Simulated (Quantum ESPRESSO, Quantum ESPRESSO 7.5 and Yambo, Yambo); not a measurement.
**A GW chain in Yambo: CdS (Hawleyite)**

Aim: the G0W0 gap of CdS (Hawleyite) on PBE with spin-orbit coupling, step by step.

Main program and level: Quantum ESPRESSO 7.5 and Yambo 5.3.0; PBE and many-body steps on it, plane waves.

**The experiments to reproduce.**

- Gap 2.42 eV: optical gap from inflexion point of photoacoustic spectrum, as-grown film; photoacoustic spectroscopy; film (as-grown chemical bath deposited film, about 0.25 um thick, deposited at 80 C) (“Study of the band--gap shift in CdS films: Influence of thermal annealing in different atmospheres”, 1995, arxiv:cond-mat/9501125).

**1. Starting point**

Symmetry: F-43m, No. 216, cubic system. The conventional cell has a = 5.916 Å, b = 5.916 Å, c = 5.916 Å, α = 90.00°, β = 90.00°, γ = 90.00°. Nearest to Cd lie 4 S at 2.56 Å. Nearest to S lie 4 Cd at 2.56 Å. Farther neighbours and most contacts between anions are not listed.

The cell and positions come from the Crystallography Open Database and are kept as given unless a step says otherwise.

**2. Ground state**

This step: Quantum ESPRESSO 7.5; DFT, PBE with spin-orbit coupling, plane waves, norm-conserving pseudopotentials.

The ground-state density comes first.

Contents of pw.in:

```
&control
  calculation = 'scf'
  prefix = 'x'
  outdir = 'o'
  pseudo_dir = 'pseudo'
/
&system
  ibrav = 0
  nat = 2
  ntyp = 2
  ecutwfc = 94.0
  nbnd = 36
  force_symmorphic = .true.
  noncolin = .true.
  lspinorb = .true.
/
&electrons
  conv_thr = 1e-10
  electron_maxstep = 80
  mixing_beta = 0.5
/
ATOMIC_SPECIES
  Cd 112.41 Cd.upf
  S 32.06 S.upf
CELL_PARAMETERS angstrom
  -0.0000000000 2.9582000000 2.9582000000
  2.9582000000 -0.0000000000 2.9582000000
  2.9582000000 2.9582000000 -0.0000000000
ATOMIC_POSITIONS crystal
  Cd 0.0000000000 0.0000000000 0.0000000000
  S 0.2500000000 0.2500000000 0.2500000000
K_POINTS automatic
  6 6 6 0 0 0
```

Launch:

```
OMP_NUM_THREADS=1 mpirun -n 4 pw.x -nk 4 -in pw.in > pw.out
```

The log of the run:

```text
Program PWSCF v.7.5 starts

     This program is part of the open-source Quantum ESPRESSO suite
     for quantum simulation of materials; please cite
         "P. Giannozzi et al., J. Phys.:Condens. Matter 21 395502 (2009);
         "P. Giannozzi et al., J. Phys.:Condens. Matter 29 465901 (2017);
         "P. Giannozzi et al., J. Chem. Phys. 152 154105 (2020);
     in publications or presentations arising from this work. More details at
     Message from routine setup:
     using ibrav=0 with symmetry is DISCOURAGED, use correct ibrav instead

     G-vector sticks info

     bravais-lattice index     =            0
     lattice parameter (alat)  =       7.9057  a.u.
     unit-cell volume          =     349.3890 (a.u.)^3
     number of atoms/cell      =            2
     number of atomic types    =            2
     number of electrons       =        26.00
     number of Kohn-Sham states=           36
     kinetic-energy cutoff     =      94.0000  Ry
     charge density cutoff     =     376.0000  Ry
     scf convergence threshold =      1.0E-10
     mixing beta               =       0.5000
     number of iterations used =            8  plain     mixing
     Exchange-correlation= PBE
                           (   1   4   3   4   0   0   0)
     Non magnetic calculation with spin-orbit

     celldm(1)=   7.905719  celldm(2)=   0.000000  celldm(3)=   0.000000
     celldm(4)=   0.000000  celldm(5)=   0.000000  celldm(6)=   0.000000

     crystal axes: (cart. coord. in units of alat)
               a(1) = (  -0.000000   0.707107   0.707107 )
               a(2) = (   0.707107  -0.000000   0.707107 )
               a(3) = (   0.707107   0.707107  -0.000000 )

     reciprocal axes: (cart. coord. in units 2 pi/alat)
               b(1) = ( -0.707107  0.707107  0.707107 )
               b(2) = (  0.707107 -0.707107  0.707107 )
               b(3) = (  0.707107  0.707107 -0.707107 )
     Pseudo is Norm-conserving + core correction, Zval = 20.0
     Generated using ONCVPSP code by D. R. Hamann
     Using radial grid of 1368 points, 10 beta functions with:
     Pseudo is Norm-conserving + core correction, Zval =  6.0
     Generated using ONCVPSP code by D. R. Hamann
     Using radial grid of 1146 points, 10 beta functions with:
     Cd               20.00   112.41000     Cd( 1.00)
     S                 6.00    32.06000     S ( 1.00)

     24 Sym. Ops. (no inversion) found

   Cartesian axes

     site n.     atom                  positions (alat units)
         1        Cd     tau(   1) = (   0.0000000   0.0000000   0.0000000  )
         2        S      tau(   2) = (   0.3535534   0.3535534   0.3535534  )

     number of k points=    16
                       cart. coord. in units 2pi/alat
        k(    1) = (   0.0000000   0.0000000   0.0000000), wk =   0.0046296
        k(    2) = (   0.1178511   0.1178511  -0.1178511), wk =   0.0370370
        k(    3) = (   0.2357023   0.2357023  -0.2357023), wk =   0.0370370
        k(    4) = (  -0.3535534  -0.3535534   0.3535534), wk =   0.0185185
        k(    5) = (   0.2357023   0.0000000  -0.0000000), wk =   0.0277778
        k(    6) = (   0.3535534   0.1178511  -0.1178511), wk =   0.1111111
        k(    7) = (  -0.2357023  -0.4714045   0.4714045), wk =   0.1111111
        k(    8) = (  -0.1178511  -0.3535534   0.3535534), wk =   0.1111111
        k(    9) = (   0.0000000  -0.2357023   0.2357023), wk =   0.0555556
        k(   10) = (   0.4714045   0.0000000  -0.0000000), wk =   0.0277778
     [... 4 further rows ...]
        k(   15) = (  -0.1178511  -0.3535534   0.5892557), wk =   0.1111111
        k(   16) = (  -0.7071068   0.2357023   0.0000000), wk =   0.0555556

     Dense  grid:    43143 G-vectors     FFT dimensions: (  50,  50,  50)

     Initial potential from superposition of free atoms

     starting charge      25.9997, renormalised to      26.0000
     Starting wfcs are   28 randomized atomic wfcs +    8 random wfcs

     per-process dynamical memory:    82.6 Mb

     Self-consistent Calculation

     iteration #  1     ecut=    94.00 Ry     beta= 0.50

     Threshold (ethr) on eigenvalues was too large:
     Diagonalizing with lowered threshold

     total energy              =    -372.74525049 Ry
     estimated scf accuracy    <       0.12799464 Ry

     iteration #  2     ecut=    94.00 Ry     beta= 0.50

     total energy              =    -372.77854979 Ry
     estimated scf accuracy    <       0.01298728 Ry

     iteration #  3     ecut=    94.00 Ry     beta= 0.50

     total energy              =    -372.78056655 Ry
     estimated scf accuracy    <       0.00122729 Ry

     iteration #  4     ecut=    94.00 Ry     beta= 0.50

     total energy              =    -372.78066121 Ry
     estimated scf accuracy    <       0.00003921 Ry

     iteration #  5     ecut=    94.00 Ry     beta= 0.50

     total energy              =    -372.78067016 Ry
     estimated scf accuracy    <       0.00000229 Ry

     iteration #  6     ecut=    94.00 Ry     beta= 0.50

     total energy              =    -372.78067074 Ry
     estimated scf accuracy    <       0.00000018 Ry

     iteration #  7     ecut=    94.00 Ry     beta= 0.50

     total energy              =    -372.78067079 Ry
     estimated scf accuracy    <       0.00000009 Ry

     iteration #  8     ecut=    94.00 Ry     beta= 0.50

     total energy              =    -372.78067082 Ry
     estimated scf accuracy    <       0.00000002 Ry

     iteration #  9     ecut=    94.00 Ry     beta= 0.50

     total energy              =    -372.78067082 Ry
     estimated scf accuracy    <          1.3E-09 Ry

     iteration # 10     ecut=    94.00 Ry     beta= 0.50

     End of self-consistent calculation

          k = 0.0000 0.0000 0.0000 (  5329 PWs)   bands (ev):

   -94.8173 -94.8173 -59.9285 -59.9285 -54.1112 -54.1112 -54.1112 -54.1112
    -5.7167  -5.7167  -1.4440  -1.4440  -1.4440  -1.4440  -0.9392  -0.9392
    -0.6107  -0.6107  -0.6107  -0.6107   6.3673   6.3673   6.4154   6.4154
     6.4154   6.4154   7.4506   7.4506  12.6518  12.6518  13.0623  13.0623
    13.0623  13.0623  17.7173  17.7176

          k = 0.1179 0.1179-0.1179 (  5354 PWs)   bands (ev):

   -94.8174 -94.8174 -59.9286 -59.9286 -54.1114 -54.1114 -54.1113 -54.1113
    -5.6200  -5.6200  -1.4472  -1.4113  -1.3704  -1.3704  -0.8862  -0.8862
    -0.6144  -0.6104  -0.6104  -0.5666   4.9404   4.9404   6.1925   6.1925
     6.2161   6.2416   8.6065   8.6065  12.5307  12.5307  13.1280  13.1280
    13.3564  13.3586  16.9692  16.9854

          k = 0.2357 0.2357-0.2357 (  5375 PWs)   bands (ev):

   -94.8174 -94.8174 -59.9287 -59.9287 -54.1116 -54.1116 -54.1114 -54.1114
    -5.4261  -5.4261  -1.4248  -1.3890  -1.1729  -1.1729  -0.8006  -0.8006
    -0.5628  -0.5144  -0.4863  -0.4863   3.1590   3.1590   5.8453   5.8453
     5.8752   5.9001   9.2932   9.2932  13.0044  13.0044  13.3653  13.3653
    13.5515  13.5532  17.2866  17.2871

          k =-0.3536-0.3536 0.3536 (  5396 PWs)   bands (ev):

     [... further k-points ...]

     highest occupied, lowest unoccupied level (ev):     6.4154    7.4506

!    total energy              =    -372.78067082 Ry
     estimated scf accuracy    <          9.6E-11 Ry

     The total energy is the sum of the following terms:
     one-electron contribution =    -254.08033961 Ry
     hartree contribution      =     132.12355606 Ry
     xc contribution           =     -54.81397071 Ry
     ewald contribution        =    -196.00991657 Ry

     convergence has been achieved in  10 iterations

     XML data file, charge density, pseudopotentials, collected wavefunctions

=------------------------------------------------------------------------------=
   JOB DONE.
=------------------------------------------------------------------------------=
```

Wall time 57 s (4 MPI ranks of Intel Xeon Platinum 8259CL at 2.50GHz (Skylake/Cascade Lake), shared host); peak memory 0.65 GiB; 3.5 min of CPU time.

This step gave:

* total energy: -5071.9394 eV
* gap: 1.035 eV
* k of the valence top: 0, 0, 0
* k of the conduction bottom: 0, 0, 0
* least direct gap: 1.035 eV

The gap is direct, at Γ.

**3. Bands along the symmetry lines**

Levels along a band path, at the cheap level, show where the edges lie and whether the meshes to come will hold them.

Contents of pw.in:

```
&control
  calculation = 'bands'
  prefix = 'x'
  outdir = 'o'
  pseudo_dir = 'pseudo'
/
&system
  ibrav = 0
  nat = 2
  ntyp = 2
  ecutwfc = 94.0
  nbnd = 38
  force_symmorphic = .true.
  noncolin = .true.
  lspinorb = .true.
/
&electrons
  conv_thr = 1e-9
  electron_maxstep = 80
  diago_full_acc = .true.
  diago_thr_init = 5e-6
/
ATOMIC_SPECIES
  Cd 112.41 Cd.upf
  S 32.06 S.upf
CELL_PARAMETERS angstrom
  -0.0000000000 2.9582000000 2.9582000000
  2.9582000000 -0.0000000000 2.9582000000
  2.9582000000 2.9582000000 -0.0000000000
ATOMIC_POSITIONS crystal
  Cd 0.0000000000 0.0000000000 0.0000000000
  S 0.2500000000 0.2500000000 0.2500000000
K_POINTS crystal
  50
  0.00000000 0.00000000 0.00000000 1
  -0.06250000 -0.06250000 0.00000000 1
  -0.12500000 -0.12500000 0.00000000 1
  -0.18750000 -0.18750000 0.00000000 1
  -0.25000000 -0.25000000 0.00000000 1
  -0.31250000 -0.31250000 0.00000000 1
  -0.37500000 -0.37500000 0.00000000 1
  -0.43750000 -0.43750000 0.00000000 1
  -0.50000000 -0.50000000 0.00000000 1
  -0.48437500 -0.48437500 0.03125000 1
  -0.46875000 -0.46875000 0.06250000 1
  -0.45312500 -0.45312500 0.09375000 1
  -0.43750000 -0.43750000 0.12500000 1
  -0.42187500 -0.42187500 0.15625000 1
  -0.40625000 -0.40625000 0.18750000 1
  -0.39062500 -0.39062500 0.21875000 1
  -0.37500000 -0.37500000 0.25000000 1
  -0.37500000 0.00000000 0.37500000 1
  -0.32812500 0.00000000 0.32812500 1
  -0.28125000 0.00000000 0.28125000 1
  -0.23437500 0.00000000 0.23437500 1
  -0.18750000 0.00000000 0.18750000 1
  -0.14062500 0.00000000 0.14062500 1
  -0.09375000 0.00000000 0.09375000 1
  -0.04687500 0.00000000 0.04687500 1
  0.00000000 0.00000000 0.00000000 1
  0.00000000 0.00000000 0.06250000 1
  0.00000000 0.00000000 0.12500000 1
  0.00000000 0.00000000 0.18750000 1
  0.00000000 0.00000000 0.25000000 1
  0.00000000 0.00000000 0.31250000 1
  0.00000000 0.00000000 0.37500000 1
  0.00000000 0.00000000 0.43750000 1
  -0.00000000 -0.00000000 0.50000000 1
  -0.06250000 -0.03125000 0.46875000 1
  -0.12500000 -0.06250000 0.43750000 1
  -0.18750000 -0.09375000 0.40625000 1
  -0.25000000 -0.12500000 0.37500000 1
  -0.31250000 -0.15625000 0.34375000 1
  -0.37500000 -0.18750000 0.31250000 1
  -0.43750000 -0.21875000 0.28125000 1
  -0.50000000 -0.25000000 0.25000000 1
  -0.50000000 -0.28125000 0.21875000 1
  -0.50000000 -0.31250000 0.18750000 1
  -0.50000000 -0.34375000 0.15625000 1
  -0.50000000 -0.37500000 0.12500000 1
  -0.50000000 -0.40625000 0.09375000 1
  -0.50000000 -0.43750000 0.06250000 1
  -0.50000000 -0.46875000 0.03125000 1
  -0.50000000 -0.50000000 0.00000000 1
```

The log of the run:

```text
[banner, memory and clock lines left out]
Program PWSCF v.7.5 starts

     Atomic positions and unit cell read from directory:
     o/x.save/

     Message from routine setup:
     using ibrav=0 with symmetry is DISCOURAGED, use correct ibrav instead

     G-vector sticks info

     bravais-lattice index     =            0
     lattice parameter (alat)  =       7.9057  a.u.
     unit-cell volume          =     349.3890 (a.u.)^3
     number of atoms/cell      =            2
     number of atomic types    =            2
     number of electrons       =        26.00
     number of Kohn-Sham states=           38
     kinetic-energy cutoff     =      94.0000  Ry
     charge density cutoff     =     376.0000  Ry
     Exchange-correlation= PBE
                           (   1   4   3   4   0   0   0)
     Non magnetic calculation with spin-orbit

     celldm(1)=   7.905719  celldm(2)=   0.000000  celldm(3)=   0.000000
     celldm(4)=   0.000000  celldm(5)=   0.000000  celldm(6)=   0.000000

     crystal axes: (cart. coord. in units of alat)
               a(1) = (  -0.000000   0.707107   0.707107 )
               a(2) = (   0.707107  -0.000000   0.707107 )
               a(3) = (   0.707107   0.707107  -0.000000 )

     reciprocal axes: (cart. coord. in units 2 pi/alat)
               b(1) = ( -0.707107  0.707107  0.707107 )
               b(2) = (  0.707107 -0.707107  0.707107 )
               b(3) = (  0.707107  0.707107 -0.707107 )
     Pseudo is Norm-conserving + core correction, Zval = 20.0
     Generated using ONCVPSP code by D. R. Hamann
     Using radial grid of 1368 points, 10 beta functions with:
     Pseudo is Norm-conserving + core correction, Zval =  6.0
     Generated using ONCVPSP code by D. R. Hamann
     Using radial grid of 1146 points, 10 beta functions with:
     Cd               20.00   112.41000     Cd( 1.00)
     S                 6.00    32.06000     S ( 1.00)

     24 Sym. Ops. (no inversion) found

   Cartesian axes

     site n.     atom                  positions (alat units)
         1        Cd     tau(   1) = (   0.0000000   0.0000000   0.0000000  )
         2        S      tau(   2) = (   0.3535534   0.3535534   0.3535534  )

     number of k points=    50
                       cart. coord. in units 2pi/alat
        k(    1) = (   0.0000000   0.0000000   0.0000000), wk =   0.0200000
        k(    2) = (   0.0000000   0.0000000  -0.0883883), wk =   0.0200000
        k(    3) = (   0.0000000   0.0000000  -0.1767767), wk =   0.0200000
[...]
[... 38 further rows ...]
        k(   49) = (   0.0441942  -0.0000000  -0.7071068), wk =   0.0200000
        k(   50) = (   0.0000000   0.0000000  -0.7071068), wk =   0.0200000

     Dense  grid:    43143 G-vectors     FFT dimensions: (  50,  50,  50)

     The potential is recalculated from file :
     o/x.save/charge-density

     Starting wfcs are   28 randomized atomic wfcs +   10 random wfcs

     Band Structure Calculation

     End of band structure calculation

          k = 0.0000 0.0000 0.0000 (  5329 PWs)   bands (ev):

   -94.8175 -94.8175 -59.9287 -59.9287 -54.1114 -54.1114 -54.1114 -54.1114
    -5.7167  -5.7166  -1.4441  -1.4441  -1.4441  -1.4441  -0.9393  -0.9393
    -0.6108  -0.6108  -0.6108  -0.6108   6.3673   6.3673   6.4154   6.4154
[...]
13.0623  13.0623  17.7161  17.7171  17.7176  17.7176

          k = 0.0000 0.0000-0.0884 (  5381 PWs)   bands (ev):

[...]
13.1693  13.1693  17.1622  17.1623  17.7407  17.7412

          k = 0.0000 0.0000-0.1768 (  5373 PWs)   bands (ev):

[...]
13.4748  13.4748  16.1934  16.1934  17.8076  17.8077

          k =-0.0000-0.0000-0.2652 (  5365 PWs)   bands (ev):

[...]
k = 0.0000 0.0000-0.3536 (  5353 PWs)   bands (ev):

[...]
k =-0.0000-0.0000-0.5303 (  5398 PWs)   bands (ev):

[...]
k =-0.0000-0.0000-0.6187 (  5394 PWs)   bands (ev):

[...]
k = 0.3977-0.0000-0.3977 (  5394 PWs)   bands (ev):

[...]
k = 0.1989-0.0000-0.1989 (  5352 PWs)   bands (ev):

[...]
k = 0.0000 0.0000 0.0000 (  5329 PWs)   bands (ev):

[...]
k = 0.2652 0.0000-0.7071 (  5368 PWs)   bands (ev):

[...]
k = 0.2210-0.0000-0.7071 (  5382 PWs)   bands (ev):

[...]
k = 0.1768-0.0000-0.7071 (  5386 PWs)   bands (ev):

[...]
k = 0.1326-0.0000-0.7071 (  5378 PWs)   bands (ev):

[...]
k = 0.0884-0.0000-0.7071 (  5394 PWs)   bands (ev):

[...]
k = 0.0442-0.0000-0.7071 (  5398 PWs)   bands (ev):

[...]
16.6450  16.7084  16.9551  16.9745  18.5833  18.5867

          k = 0.0000 0.0000-0.7071 (  5410 PWs)   bands (ev):

[...]
-0.5295  -0.5295  -0.1913  -0.1913   2.6376   2.6376   4.6556   4.6556
     4.6712   4.6712  10.0218  10.0218  10.6933  10.6933  15.4230  15.4230
    16.7907  16.7907  17.0197  17.0197  18.4902  18.4902

     XML data file, pseudopotentials, collected wavefunctions
```

Run time: 50 s. Hardware: 4 MPI ranks; peak memory 0.45 GiB.

Numbers from this step:

- gap: 1.035 eV
- k of the valence top: 0, 0, 0
- k of the conduction bottom: 0, 0, 0
- least direct gap: 1.035 eV

The gap is 1.035 eV, as in the run before at this level.

The electronic bands at the labelled points (eV, zero at the top of the highest filled band):

| point | band 23 | band 24 | band 25 | band 26 | band 27 | band 28 | band 29 | band 30 |
| --- | --- | --- | --- | --- | --- | --- | --- | --- |
| Γ | 0.00 | 0.00 | 0.00 | 0.00 | 1.04 | 1.04 | 6.24 | 6.24 |
| halfway | -0.97 | -0.97 | -0.95 | -0.95 | 3.47 | 3.47 | 4.81 | 4.81 |
| X | -1.76 | -1.76 | -1.74 | -1.74 | 3.61 | 3.61 | 4.28 | 4.28 |
| halfway | -2.03 | -1.98 | -1.67 | -1.66 | 3.87 | 3.89 | 4.56 | 4.56 |
| U | -2.39 | -2.34 | -1.43 | -1.42 | 4.21 | 4.22 | 5.32 | 5.34 |
| jump to K | -2.39 | -2.34 | -1.43 | -1.42 | 4.21 | 4.22 | 5.32 | 5.34 |
| halfway | -1.29 | -1.26 | -0.42 | -0.39 | 3.45 | 3.46 | 6.00 | 6.06 |
| Γ | 0.00 | 0.00 | 0.00 | 0.00 | 1.04 | 1.04 | 6.24 | 6.24 |
| halfway | -0.40 | -0.40 | -0.38 | -0.35 | 2.67 | 2.67 | 6.19 | 6.19 |
| L | -0.73 | -0.73 | -0.69 | -0.69 | 2.93 | 2.93 | 6.88 | 6.88 |
| halfway | -1.84 | -1.80 | -1.16 | -1.12 | 4.23 | 4.24 | 5.78 | 5.84 |
| W | -2.14 | -2.06 | -2.06 | -2.04 | 5.21 | 5.24 | 5.40 | 5.43 |
| halfway | -1.97 | -1.91 | -1.90 | -1.89 | 4.27 | 4.30 | 4.70 | 4.71 |
| X | -1.76 | -1.76 | -1.74 | -1.74 | 3.61 | 3.61 | 4.28 | 4.28 |

[end of part 1 of 3]

[Paths, hosts, dates, memory and timing lines, banners, echoed tables and standing remarks are left out of the program output.]

[Logs are printed without paths, hosts, clocks, repeated set-up lines and the standing remarks that a program may print on its own settings, such as how far it seeks lower states.]

[Runs of the session that timed out or met a known fault of the program may be left out.]

[Hosts, paths, dates, database ids (printed as entryN), source tags and the programs' standing remarks are cut or masked in the printed files.]
